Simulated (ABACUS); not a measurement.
# MoS2 under changes of volume

One of the cells (17.728 Å³/atom); the others are scaled copies at fixed shape and fractional positions:

```xyz
3
Lattice="1.5800 0.9122 6.1500 -1.5800 0.9122 6.1500 0.0000 -1.8244 6.1500" Properties=species:S:1:pos:R:3 pbc="T T T"
Mo    0.0000    0.0000    0.0000
S     0.0000    0.0000    7.6936
S     0.0000    0.0000    4.6125
```

Measurements of this composition are mostly on another form, of space group No. 194.

| Quantity | Value |
| --- | --- |
| Program | ABACUS 3.10.1 |
| Functional | PBE |
| Potentials or basis | PseudoDojo NC SR 0.4.1 PBE standard |
| Cutoff | 1361 eV |
| Density cutoff | 5442 eV |
| Basis | TZDP LCAO (the cutoffs set its grid) |
| k mesh | 10 × 10 × 10 |
| Occupations | fermi-dirac, width 0.05 eV |
| Spin | no spin polarisation |

```tsv
volume (Å³/atom)	energy over the lowest point (meV/atom)	pressure (GPa)	gap on the mesh (eV)	largest force (eV/Å)
16.664	88.25	17.6	0.90	1.790
17.019	54.18	13.3	0.92	1.368
17.373	?	?	?	?
17.728	12.34	5.9	0.95	0.613
18.083	2.86	2.7	0.97	0.276
18.437	0.00	-0.1	0.98	0.116
18.792	3.09	-2.6	0.99	0.402
```

What does the run at 17.373 Å³/atom give?

Energy over the lowest point 29.18 meV/atom; pressure 9.4 GPa; gap on the mesh 0.94 eV; largest force 0.976 eV/Å.

Worked out: A Birch-Murnaghan fit of order 3 (a polynomial in V^(-2/3)) to the other rows has its minimum at 18.42 Å³/atom with B0 = V·E''(V) = 141 GPa and B' = 4.4 at fixed shape and positions, which overstates the stiffness. It gives 29.22 meV/atom at 17.373 Å³/atom, against the run's 29.18, and -dE/dV = 9.4 GPa, against 9.4. A straight line through the other rows of the gap, of slope 0.76 eV per unit of ln V, gives 0.93 eV, against the run's 0.94.

Energies are extrapolated to zero smearing.

Caveats: the atomic orbitals were generated for these runs and aren't a published set; the basis of atomic orbitals isn't converged, which shifts pressures, moduli and gaps; forces of over 1 eV/Å show positions far from the minimum, so gaps and moduli don't describe the material at rest (some runs).

A mesh can miss the band edges. Spin-orbit coupling on Mo is left out.
